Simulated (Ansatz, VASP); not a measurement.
Al2Au in VASP and in Ansatz

File INCAR:

```
SYSTEM = Al2Au
  PREC = Accurate
  ENCUT = 600
  EDIFF = 1E-6
  ISMEAR = 0
  SIGMA = 0.1
  LREAL = .FALSE.
  LASPH = .TRUE.
  NELM = 100
  ALGO = Normal
  ISIF = 3
  LWAVE = .FALSE.
  LCHARG = .FALSE.
  GGA = PE
  IBRION = 2
  NSW = 100
  EDIFFG = -0.01
```

KPOINTS

```
regular mesh
0
G
  14 14 14
  0 0 0
```

Contents of POSCAR:

```
Al2Au
1.0
    0.0000000000      3.0507316398      3.0507316398
    3.0507316398      0.0000000000      3.0507316398
    3.0507316398      3.0507316398      0.0000000000
Al Au
2 1
Direct
    0.5000000000      0.5000000000      0.5000000000
    0.7500000000      0.7500000000      0.7500000000
    0.0000000000      0.0000000000      0.0000000000
```

Input for Ansatz:

```yaml
crystal:
  lattice:
    - [0.0, 3.0507316398, 3.0507316398]
    - [3.0507316398, 0.0, 3.0507316398]
    - [3.0507316398, 3.0507316398, 0.0]
  atoms:
    - { symbol: Al, position: [0.5, 0.5, 0.5] }
    - { symbol: Al, position: [0.75, 0.75, 0.75] }
    - { symbol: Au, position: [0.0, 0.0, 0.0] }
basis:
  ecutwfc: 420
kpoints:
  mp_grid: { grid: [14, 14, 14] }
hamiltonian:
  xc: pbe
scf:
  occupations: { method: gaussian, width: 0.1 }
output:
  forces: true
  stress: true
  eigenvalues: true
  write_density: true
  write_potential: true
  elf: true
  volumetric_format: npy
relax:
  adjacent_minimum: "off"
  f_tol: 0.01
  max_steps: 80
  cell: { stress_tol: 0.05 }
```

Alike in both runs: task relaxation of cell and atoms; functional PBE; k mesh 14 × 14 × 14; occupations gaussian, width 0.1 eV; no spin polarisation.

|  | VASP | Ansatz |
| --- | --- | --- |
| version | VASP 6.6.1 | Ansatz 0.2.0 |
| potentials or method | VASP PAW PBE potentials, release 64 (Al, Au) | scalar-relativistic, plane waves, PAW |
| plane-wave cutoff (eV) | 600 | 420 |
| valence electrons in the cell | 17 | 25 |

```tsv
	VASP	Ansatz	Ansatz less VASP
gap on the k mesh at the Fermi level, each at its own relaxed structure (eV)	none	none	-
relaxed volume (Å³/atom)	19.03	19.04	+0.015
relaxed cell length with the largest relative difference (Å)	4.322	4.323	+0.0011
```

A gap of «none» marks a metal or a gap that the smearing closes. The two sets of potentials don't hold the same shells in valence.

The runs have no spin-orbit coupling, so splittings on Au are missing.
